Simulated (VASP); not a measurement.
AgBr: single point with PBE

AgBr:

```
Ag Br
1.0
     0.00000    2.89273    2.89273
     2.89273    0.00000    2.89273
     2.89273    2.89273    0.00000
Ag Br
1 1
Direct
  0.00000 0.00000 0.00000
  0.50000 0.50000 0.50000
```

The cell was built by a generator and needn't be a form met in nature.

| Item | Value |
| --- | --- |
| Program | VASP 6.6.1 |
| Task | single point |
| Functional | PBE |
| Potentials or basis | VASP PAW PBE potentials, release 64 (Ag, Br) |
| Cutoff | 520 eV |
| k mesh | 8 × 8 × 8 |
| Occupations | fermi-dirac, width 0.02 eV |
| Spin | non-collinear spin, zero start, spin-orbit coupling |
| Starting moments | [[0.0, 0.0, 0.0], [0.0, 0.0, 0.0]] μB |

```yaml
Pressure: 1.2 GPa
Net_moment: 0.00 μB per cell
Valence_electrons_inside_the_program's_atomic_spheres: Ag 9.72; Br 4.83
```

Moments on the atoms (μB; x, y, z):
```
Ag  0.00 0.00 0.00
Br  0.00 0.00 0.00
```

Wall time 78 s on 1 thread of Intel(R) Xeon(R) Platinum 8488C (Sapphire Rapids) (shared host), peak memory 0.3 GiB.
